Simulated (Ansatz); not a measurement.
Wanted: an ASE script for an Ansatz 0.2.0 run.

```
Task                : relaxation of cell and atoms
Functional          : exchange-only PBE
Potentials or basis : Ansatz PAW
Cutoff              : 420 eV
Density cutoff      : 1680 eV
k mesh              : 7 × 7 × 7
Occupations         : fixed
Spin                : no spin polarisation
Driver              : chain
```

The structure of MgTe lies in MgTe.cif:

```cif
data_MgTe
_cell_length_a 4.57073657
_cell_length_b 4.57073657
_cell_length_c 4.57073657
_cell_angle_alpha 60.00000000
_cell_angle_beta 60.00000000
_cell_angle_gamma 60.00000000
_space_group_name_H-M_alt 'P1'
_space_group_name_Hall 'P 1'
_space_group_IT_number 1
loop_
_space_group_symop_operation_xyz
'x,y,z'
loop_
_atom_site_label
_atom_site_type_symbol
_atom_site_symmetry_multiplicity
_atom_site_Wyckoff_symbol
_atom_site_fract_x
_atom_site_fract_y
_atom_site_fract_z
_atom_site_occupancy
Te1 Te 1 a 0.2500000000 0.2500000000 0.2500000000 1
Mg1 Mg 1 a 0.0000000000 0.0000000000 0.0000000000 1
```

The cell comes from a database or a generator and needn't be the stable form of this composition.

One way to write it, as run:

run.py

```python
import json

import ase.io
import numpy as np

import ansatz as az

atoms = ase.io.read("MgTe.cif")
atoms.info.pop("occupancy", None)

calculation = (
    az.Crystal.from_ase(atoms)
    .calculation()
    .kpoints(7, 7, 7)
    .functional(exchange="pbe", correlation="none")
    .pseudopotentials(kind="paw")
    .occupations(method="fixed")
    .relax(force_tolerance=0.01, max_steps=40, cell=True, stress_tolerance=0.05)
    .forces()
    .stress()
)
outcome = calculation.run(threads=2, events_out="events.jsonl")

report = outcome.report
for line in open("events.jsonl"):
    event = json.loads(line)
    if event["event"] == "scf_iter":
        d = event["data"]
        print(f"SCF {d['iter']:3d}  HF = {d['harris_foulkes_ev']:.6f} eV  dr2 = {d['dr2_ev']:.2e} eV")
    elif event["event"] in ("relax_step", "md_step"):
        d = event["data"]
        print(f"{event['event']} {d['step']:3d}  E = {d['lagrangian_ev']:.6f} eV")
np.set_printoptions(precision=5, suppress=True, linewidth=110)
print("converged:", report["converged"], "after", report["n_iterations"], "iterations")
print(f"free energy {report['free_energy_ev']:.6f} eV, Fermi level {report['fermi_energy_ev']:.4f} eV")
for key in ("band_edges_ev", "magnetization_mub", "site_moments_mub", "site_moments_nc_mub", "forces_ev_ang",
                "stress_gpa"):
    if report.get(key) is not None:
        print(key, np.array(report[key]), sep="\n")
```

Potentials or basis: Ansatz PAW.

The run is started by

```console
$ python run.py
```

Results of the run:

The relaxed volume is 39.01 Å³/atom, the relaxed cell is a = 4.796 Å, b = 4.796 Å, c = 4.796 Å, α = 60.00°, β = 60.00°, γ = 60.00° and the space group after relaxing (to 0.05 Å) is F-43m (No. 216). The energy gained by relaxing is 71.8 meV/atom, the ionic steps are 4 and the pressure after relaxing is 0.0 GPa. The band gap on the k mesh is 1.88 eV.

Caveat: the potentials were made for another functional, which shifts forces and pressure; the volume moved by over 15 % at a fixed basis, so the end points are rough; odd divisions of the mesh miss points on the zone boundary, where band edges often lie, so the gap on the mesh can be too wide; spin-orbit coupling is left out, which moves the levels of the heavy elements.

Run time: 5.2 s on 2 threads of Arm Neoverse V1 (shared host), peak memory 0.47 GiB.
